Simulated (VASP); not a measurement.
# MgO in VASP: one cell, several levels of theory, part 2 of 2

VASP 6.6.1, plane waves, PAW. The steps go on from the part before.

**3. r2SCAN**

Input file INCAR:

```
ENCUT = 520.000000
SIGMA = 0.010000
EDIFF = 1.00e-07
ALGO = Normal
METAGGA = R2SCAN
PREC = Accurate
IBRION = -1
ISIF = 2
ISMEAR = 0
NBANDS = 11
NELM = 120
NSW = 0
LASPH = .TRUE.
LCHARG = .FALSE.
LWAVE = .FALSE.
LREAL = .FALSE.
```

Input file KPOINTS:

```
KPOINTS created by Atomic Simulation Environment
0
Gamma
10 10 10
0 0 0
```

Input file KPOINTS_OPT:

```
special points
6
Reciprocal
0.0000000000 0.0000000000 0.0000000000 1
0.5000000000 0.0000000000 0.5000000000 1
0.6250000000 0.2500000000 0.6250000000 1
0.3750000000 0.3750000000 0.7500000000 1
0.5000000000 0.5000000000 0.5000000000 1
0.5000000000 0.2500000000 0.7500000000 1
```

Input file POSCAR:

```
Mg O
 1.0000000000000000
     0.0000000000000000    2.1021674168000000    2.1021674168000000
     2.1959240836000000    0.0000000000000000    2.1021674168000000
     2.1959240836000000    2.1021674168000000    0.0000000000000000
 Mg  O
   1   1
Cartesian
  0.0000000000000000  0.0000000000000000  0.0000000000000000
  2.1959240835999996  2.1021674168000000  2.1021674168000000
```

Started as:

```
$ mpirun -np 1 vasp_std
```

Standard output, without the iteration lines:

```text
POSCAR found type information on POSCAR MgO
 POSCAR found :  2 types and       2 ions
 -----------------------------------------------------------------------------
|                                                                             |
|                                                                             |
|     You enforced a specific xc type in the INCAR file but a different       |
|     I HOPE YOU KNOW WHAT YOU ARE DOING!                                     |
|                                                                             |
 -----------------------------------------------------------------------------

 LDA part: xc-table for (None), standard interpolation
 POSCAR, INCAR and KPOINTS ok, starting setup
 FFT: planning ... GRIDC
 FFT: planning ... GRID_SOFT
 FFT: planning ... GRID
 WAVECAR not read
 entering main loop
 Start KPOINTS_OPT (optional k-point list driver)
k-point batch [1-6\6]
```

OSZICAR:

```text
N       E                     dE             d eps       ncg     rms          rms(c)
DAV:   1     0.775769719738E+01    0.77577E+01   -0.47506E+03  2572   0.662E+02
DAV:   2    -0.192807362958E+02   -0.27038E+02   -0.26142E+02  2556   0.140E+02
DAV:   3    -0.198505360506E+02   -0.56980E+00   -0.56924E+00  2722   0.176E+01
DAV:   4    -0.198520504256E+02   -0.15144E-02   -0.15143E-02  2457   0.104E+00
DAV:   5    -0.198520561913E+02   -0.57657E-05   -0.57657E-05  2688   0.639E-02    0.681E+00
DAV:   6    -0.160390569420E+02    0.38130E+01   -0.57039E+00  2373   0.128E+01    0.195E+00
DAV:   7    -0.161169281063E+02   -0.77871E-01   -0.21790E-01  2550   0.334E+00    0.145E+00
DAV:   8    -0.161302973246E+02   -0.13369E-01   -0.66518E-02  2343   0.250E+00    0.542E-01
DAV:   9    -0.161267151134E+02    0.35822E-02   -0.11654E-02  2469   0.707E-01    0.140E-01
DAV:  10    -0.161266277740E+02    0.87339E-04   -0.95150E-04  2511   0.224E-01    0.193E-02
DAV:  11    -0.161266444947E+02   -0.16721E-04   -0.12879E-05  2511   0.308E-02    0.590E-03
DAV:  12    -0.161266461073E+02   -0.16126E-05   -0.36320E-07  2550   0.405E-03    0.358E-03
DAV:  13    -0.161266459537E+02    0.15365E-06   -0.79279E-07  2451   0.613E-03    0.125E-04
DAV:  14    -0.161266457945E+02    0.15920E-06   -0.33807E-09  1254   0.581E-04    0.154E-04
DAV:  15    -0.161266457297E+02    0.64800E-07   -0.15456E-09  1239   0.238E-04
   1 F= -.16126646E+02 E0= -.16126646E+02  d E =-.821930E-18
       N       E                     dE             ncg
DAV:   1     0.583741974822E+03   -0.22280E+04      164
DAV:   2     0.463200956105E+03   -0.12054E+03      147
DAV:   3     0.461436074987E+03   -0.17649E+01      173
DAV:   4     0.461431870276E+03   -0.42047E-02      144
DAV:   5     0.461431854180E+03   -0.16096E-04      159
DAV:   6     0.461431854097E+03   -0.82908E-07      150
```

From OUTCAR:

```text
k-points           NKPTS =    102   k-points in BZ     NKDIM =    102   number of bands    NBANDS=     11

   NELECT =       8.0000    total number of electrons

   dimension x,y,z NGX =    24 NGY =   24 NGZ =   24
   dimension x,y,z NGXF=    48 NGYF=   48 NGZF=   48

  energy-cutoff  :      520.00
  volume of cell :       19.41
      direct lattice vectors                 reciprocal lattice vectors
     0.000000000  2.102167417  2.102167417    -0.227694575  0.237849753  0.237849753
     2.195924084  0.000000000  2.102167417     0.227694575 -0.237849753  0.237849753
     2.195924084  2.102167417  0.000000000     0.227694575  0.237849753 -0.237849753

 k-points in reciprocal lattice and weights: KPOINTS created by Atomic Simulation Env
   0.00000000  0.00000000  0.00000000       0.001
   0.10000000 -0.00000000 -0.00000000       0.008
   0.20000000 -0.00000000 -0.00000000       0.008
   0.30000000 -0.00000000 -0.00000000       0.008
   0.40000000  0.00000000  0.00000000       0.008
   0.50000000  0.00000000  0.00000000       0.004
   0.10000000  0.10000000  0.00000000       0.004
   0.20000000  0.10000000 -0.00000000       0.016
[... 94 more k-points ...]

 E-fermi :   2.6114

 k-point     1 :       0.0000    0.0000    0.0000
  band No.  band energies     occupation
      1     -15.5147      2.00000
      2       2.4666      2.00000
      3       2.4666      2.00000
      4       2.5571      2.00000
      5       7.7144      0.00000
      6      18.8251      0.00000
      7      19.2823      0.00000
      8      19.2823      0.00000
      9      23.1698      0.00000
     10      24.1949      0.00000
     11      25.5998      0.00000

 k-point     2 :       0.1000   -0.0000   -0.0000
  band No.  band energies     occupation
      1     -15.4177      2.00000
      2       1.8746      2.00000
      3       2.4098      2.00000
      4       2.4573      2.00000
      5       8.3301      0.00000
      6      17.8829      0.00000
      7      19.2016      0.00000
      8      19.5317      0.00000
      9      23.4874      0.00000
     10      24.7321      0.00000
     11      24.7943      0.00000

 k-point     3 :       0.2000   -0.0000   -0.0000
  band No.  band energies     occupation
      1     -15.1521      2.00000
      2       0.6012      2.00000
      3       2.2649      2.00000
      4       2.2690      2.00000
      5       9.5453      0.00000
      6      16.3604      0.00000
      7      19.5673      0.00000
      8      20.0781      0.00000
      9      22.9545      0.00000
     10      23.8596      0.00000
     11      25.6282      0.00000

 k-point     4 :       0.3000   -0.0000   -0.0000
  band No.  band energies     occupation
      1     -14.7975      2.00000
      2      -0.6771      2.00000
      3       2.0499      2.00000
      4       2.0933      2.00000
      5      10.5453      0.00000
      6      15.6260      0.00000
      7      19.5053      0.00000
      8      20.3108      0.00000
      9      23.6261      0.00000
     10      24.1289      0.00000
     11      25.0708      0.00000

 k-point     5 :       0.4000    0.0000    0.0000
  band No.  band energies     occupation
      1     -14.4844      2.00000
      2      -1.6037      2.00000
      3       1.8812      2.00000
      4       1.9598      2.00000
      5      10.9648      0.00000
      6      15.6767      0.00000
      7      19.2166      0.00000
      8      20.1374      0.00000
      9      24.3899      0.00000
     10      25.1578      0.00000
     11      25.3669      0.00000

 k-point     6 :       0.5000    0.0000    0.0000
  band No.  band energies     occupation
      1     -14.3576      2.00000
      2      -1.9439      2.00000
      3       1.8185      2.00000
      4       1.9099      2.00000
      5      11.0350      0.00000
      6      15.8362      0.00000
      7      19.0884      0.00000
      8      20.0282      0.00000
      9      24.2611      0.00000
     10      25.8569      0.00000
     11      26.1555      0.00000

 k-point     7 :       0.1000    0.1000    0.0000
  band No.  band energies     occupation
      1     -15.3813      2.00000
      2       1.7879      2.00000
      3       2.2967      2.00000
      4       2.4123      2.00000
      5       8.5285      0.00000
      6      17.5768      0.00000
      7      19.2226      0.00000
      8      19.5136      0.00000
      9      23.1460      0.00000
     10      24.9299      0.00000
     11      25.5700      0.00000

 k-point     8 :       0.2000    0.1000   -0.0000
  band No.  band energies     occupation
      1     -15.1704      2.00000
      2       0.8499      2.00000
      3       2.1360      2.00000
      4       2.2349      2.00000
      5       9.5399      0.00000
      6      16.2539      0.00000
      7      19.6738      0.00000
      8      19.8679      0.00000
      9      22.0279      0.00000
     10      24.7025      0.00000
     11      26.8333      0.00000

 k-point     9 :       0.3000    0.1000   -0.0000
  band No.  band energies     occupation
      1     -14.8461      2.00000
      2      -0.3220      2.00000
      3       1.9492      2.00000
      4       1.9946      2.00000
      5      10.6597      0.00000
      6      15.3872      0.00000
      7      19.5749      0.00000
      8      19.9835      0.00000
      9      22.2297      0.00000
     10      24.8962      0.00000
     11      26.5705      0.00000

 k-point    10 :       0.4000    0.1000    0.0000
  band No.  band energies     occupation
      1     -14.5206      2.00000
      2      -1.2886      2.00000
      3       1.7440      2.00000
      4       1.8121      2.00000
      5      11.3077      0.00000
      6      15.3613      0.00000
      7      18.9850      0.00000
      8      19.8256      0.00000
      9      23.4279      0.00000
     10      25.7141      0.00000
     11      26.2658      0.00000

 k-point    11 :       0.5000    0.1000    0.0000
  band No.  band energies     occupation
      1     -14.3341      2.00000
      2      -1.7801      2.00000
      3       1.5726      2.00000
      4       1.7690      2.00000
      5      11.4813      0.00000
      6      15.6939      0.00000
      7      18.6245      0.00000
      8      19.6805      0.00000
      9      24.5122      0.00000
     10      25.9304      0.00000
     11      26.3337      0.00000

[... the tables of k-points 12 to 102 left out ...]

  Total       -1.4059408     -0.6040856     -0.6040856      0.0000000      0.0000000     -0.0000000
  in kB     -116.0635112    -49.8685978    -49.8685978      0.0000000      0.0000000     -0.0000000
  external PRESSURE =     -71.9335689 kB  Pullay stress =       0.0000000 kB

 POSITION                                       TOTAL-FORCE (eV/Angst)
 -----------------------------------------------------------------------------------
      0.00000      0.00000      0.00000         0.000000     -0.000000      0.000000
      2.19592      2.10217      2.10217         0.000000      0.000000     -0.000000
 -----------------------------------------------------------------------------------
    total drift:                               -0.000000     -0.000000      0.000000

  FREE ENERGIE OF THE ION-ELECTRON SYSTEM (eV)
  ---------------------------------------------------
  free  energy   TOTEN  =       -16.1266457297 eV

  energy  without entropy=      -16.1266457297  energy(sigma->0) =      -16.12664573
```

Hardware: 1 MPI rank of Intel Xeon Platinum 8488C, shared host.

The levels at the points of KPOINTS_OPT are read from vasprun.xml.

Band energies at the special points (eV, zero at the top of v, the last band that the electrons fill by count):

```csv
point,v−1,v,c,c+1
Γ,-0.09,0.00,5.16,16.27
X,-1.58,-1.30,9.79,10.57
U,-2.67,-1.22,10.68,12.37
K,-2.67,-1.22,10.68,12.37
L,-0.74,-0.65,8.48,13.28
W,-2.95,-1.62,12.34,12.34
```

r2SCAN gives a direct gap of 5.16 eV at Γ. Pressure: -7.19 GPa; the forces vanish within 0.01 eV/Å.

**4. Summary**

What follows sums up all 2 parts.

| level | gap (eV) | pressure (GPa) | Ansatz: gap (eV) | Ansatz: pressure (GPa) |
| --- | --- | --- | --- | --- |
| PBE | 4.30 | -1.43 | 4.32 | -0.70 |
| r2SCAN | 5.16 | -7.19 | 5.18 | -6.09 |

The gap runs from 4.30 eV (PBE) to 5.16 eV (r2SCAN). At this one volume the pressure spans -7.2 GPa (r2SCAN) to -1.4 GPa (PBE): PBE wants the largest cell and r2SCAN the smallest. The two programs agree on the gap within 0.04 eV, far less than the spread between functionals. Each program uses its own PAW datasets and cutoff. VASP's cell holds 8 valence electrons and Ansatz's 16.
